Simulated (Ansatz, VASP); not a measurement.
# One calculation of PtSe2, two programs

```
CELL_PARAMETERS angstrom
1.82050 1.05106 5.48450
-1.82050 1.05106 5.48450
0.00000 -2.10213 5.48450
ATOMIC_POSITIONS crystal
Pt 0.99924 0.99924 0.99924
Se 0.42198 0.42198 0.42198
Se 0.24545 0.24545 0.24545
```

The cell was built by a generator and needn't be a form met in nature.

Alike in both runs: task single point; functional PBE; k mesh 6 × 6 × 6; occupations fermi-dirac, width 0.02 eV; no spin polarisation.

|  | VASP | Ansatz |
| --- | --- | --- |
| version | VASP 6.6.1 | Ansatz 0.2.0 |
| potentials or method | VASP PAW PBE potentials, release 64 (Pt, Se) | plane waves, PAW |
| plane-wave cutoff (eV) | 520 | 420 |
| valence electrons in the cell | 22 | 50 |

Ansatz gave:

```
pressure (GPa)                                  : 3.6
largest component of the traceless stress (GPa) : 0.19
rms of the force components (eV/Å)              : 0.147
```

Question: Estimate VASP's values.

Answer: Pressure (GPa): 3.6; largest component of the traceless stress (GPa): 0.20; rms of the force components (eV/Å): 0.149.

Atom by atom the forces differ by 0.002 eV/Å (rms over components). With one functional, cell and mesh, what is left measures potentials, basis and numerics. The two sets of potentials don't hold the same shells in valence.

Spin-orbit coupling is left out, which matters for the levels of Pt.
